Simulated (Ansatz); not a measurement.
Bi$_{2}$Se$_{3}$: frozen-core PAW against all-electron methods

```xyz
5
Lattice="2.0715 1.1960 9.6408 -2.0715 1.1960 9.6408 0.0000 -2.3920 9.6408" Properties=species:S:1:pos:R:3 pbc="T T T"
Bi    0.0000    0.0000   11.5921
Bi    0.0000    0.0000   17.3303
Se    0.0000    0.0000    0.0000
Se    0.0000    0.0000    6.1229
Se    0.0000    0.0000   22.7995
```

Atoms are numbered in the order listed.

The cell is COD entry 9011965, as deposited and not checked against the literature; nothing was relaxed. The listed cell was then made from it by scaling, straining or moving an atom.

Spin–orbit coupling is left out, though it moves levels of the heavy atoms by tenths of an eV or more.

Methods: DFT, PBE, PAW with Ansatz's default frozen-core files, scalar-relativistic (Ansatz 0.2.0); DFT, PBE, all-electron PAW with datasets made for the crystal, scalar-relativistic (Ansatz 0.2.0); DFT, PBE, all-electron LAPW, scalar-relativistic (Ansatz 0.2.0).

For PAW: a Γ-centred 6×6×6 k mesh, Fermi–Dirac smearing of 0.03 eV, cutoff 420 eV, no spin polarisation. The crystal-made all-electron datasets (AE datasets) take a cutoff of 240 eV at this cell. LAPW targets a basis error of 0.5 meV/atom. The Ansatz runs share mesh, smearing and spin set-up. Plane-wave (PAW) pressures include the program's estimate of the Pulay term.

Stress and pressure are positive in compression.

```json
{"quantity": "pressure (GPa)", "PAW": "1.87", "AE datasets": "1.88", "LAPW": "1.88"}
{"quantity": "stress xx (GPa)", "PAW": "1.98", "AE datasets": "1.99", "LAPW": "1.99"}
{"quantity": "stress zz (GPa)", "PAW": "1.65", "AE datasets": "1.65", "LAPW": "1.65"}
{"quantity": "force on Bi1, z (eV/Å)", "PAW": "-0.160", "AE datasets": "-0.160", "LAPW": "-0.160"}
{"quantity": "force on Se4, z (eV/Å)", "PAW": "-0.076", "AE datasets": "-0.077", "LAPW": "-0.077"}
{"quantity": "band gap (eV)", "PAW": "0.260", "AE datasets": "0.261", "LAPW": "0.261"}
```

PAW's pressure differs from the LAPW value by about 0.01 GPa or less.
